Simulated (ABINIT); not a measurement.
A run of ABINIT 10.8.3 (patched build) is set up as follows.

Contents of run.abi:

```
# Datasets: ground state, then fixed potential
ndtset 2

# Pseudopotentials
pp_dirpath "./"
pseudos "N.upf, B.upf"

# Structure
acell 3*1.0 Angstrom
rprim
     2.4982400000     0.0000000000     0.0000000000
    -1.2491200000     2.1635393048     0.0000000000
     0.0000000000     0.0000000000     6.6357000000
ntypat 2
znucl 7 5
natom 4
typat 1 1 2 2
xcart
     1.2491200001     0.7211797682     1.6589250000
    -0.0000000001     1.4423595366     4.9767750000
     1.2491200001     0.7211797682     4.9767750000
    -0.0000000001     1.4423595366     1.6589250000 Angstrom

# Plane-wave basis
ecut 1142.878222 eV

# Exchange and correlation
ixc -116133

# Bands and occupations
occopt 3
tsmear 0.05 eV

# SCF cycle
nstep 100

# Output
iomode 3
prtwf 0
prteig 0
prtebands 0
prtden1 1

# Dataset 1
kptopt1 1
ngkpt1 12 12 4
nshiftk1 1
shiftk1 0.0 0.0 0.0
nband1 12
tolvrs1 1.0e-10

# Dataset 2: bands along G-M-K-G-A-L-H-A
iscf2 -2
getden2 1
nband2 18
nbdbuf2 4
tolwfr2 1.0e-11
kptopt2 -7
ndivsm2 6
prteig2 1
kptbounds2
     0.0000000000     0.0000000000     0.0000000000
     0.5000000000     0.0000000000     0.0000000000
     0.3333333333     0.3333333333     0.0000000000
     0.0000000000     0.0000000000     0.0000000000
     0.0000000000     0.0000000000     0.5000000000
     0.5000000000     0.0000000000     0.5000000000
     0.3333333333     0.3333333333     0.5000000000
     0.0000000000     0.0000000000     0.5000000000
```

Potentials or basis: PseudoDojo NC SR PBEsol v0.4.1 standard.

Command:

```sh
$ abinit run.abi > log 2>&1
```

(1) Predict the pressure.

(2) What does it give for the band gap on the k mesh?

(3) Predict the band gap along the path.

## Answers

(1) 2.6 GPa.

(2) 4.21 eV, indirect (least direct gap 4.62 eV).

(3) 4.16 eV, indirect (least direct gap 4.62 eV).

Caveat: this functional lacks dispersion, which binds the layers, so the pressure and a relaxed spacing across them are unreliable.
